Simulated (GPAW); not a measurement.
A run of GPAW 26.7.0:

Contents of run.py:

```python
from ase.filters import FrechetCellFilter
from ase.io import read, write
from ase.optimize import BFGS
from gpaw import GPAW, PW

atoms = read('POSCAR')

calc = GPAW(mode=PW(800),
            xc='PBE',
            kpts={'size': (7, 7, 5), 'gamma': True},
            occupations={'name': 'fermi-dirac', 'width': 0.05},
            nbands=30,
            convergence={'density': 1e-05, 'forces': 0.0001},
            maxiter=150,
            txt='gpaw.txt')
atoms.calc = calc
opt = BFGS(FrechetCellFilter(atoms), trajectory='relax.traj', logfile='-')
done = opt.run(fmax=0.02, steps=60)
calc.write('gs.gpw')
write('result.traj', atoms)
print('Converged:', done)
print('Cell:', atoms.cell.cellpar().round(4))
print('Volume:', round(atoms.get_volume(), 4))
print(atoms.get_scaled_positions().round(5))
```

The input POSCAR:

```
W2C
1.0
    3.0700456420      0.0000000000      0.0000000000
   -1.5350228210      2.6587375167      0.0000000000
    0.0000000000      0.0000000000      4.6784280000
W C
2 1
Direct
    0.6666666667      0.3333333333      0.2536690000
    0.3333333333      0.6666666667      0.7463310000
    0.0000000000      0.0000000000      0.0000000000
```

Potentials or basis: GPAW PAW data sets (gpaw-data 1.2.1), pw.

The run is started by

```bash
$ OMP_NUM_THREADS=1 python run.py
```

Hardware: 1 thread of Arm Neoverse V2, with other jobs on the host.

How long does it take, and how much memory?

Wall time 87 s on 1 thread of Arm Neoverse V2 (shared host), peak memory 0.26 GiB. Counts: scf iterations 29, plane waves 1977, bands 30, k points 32, ion steps 3.
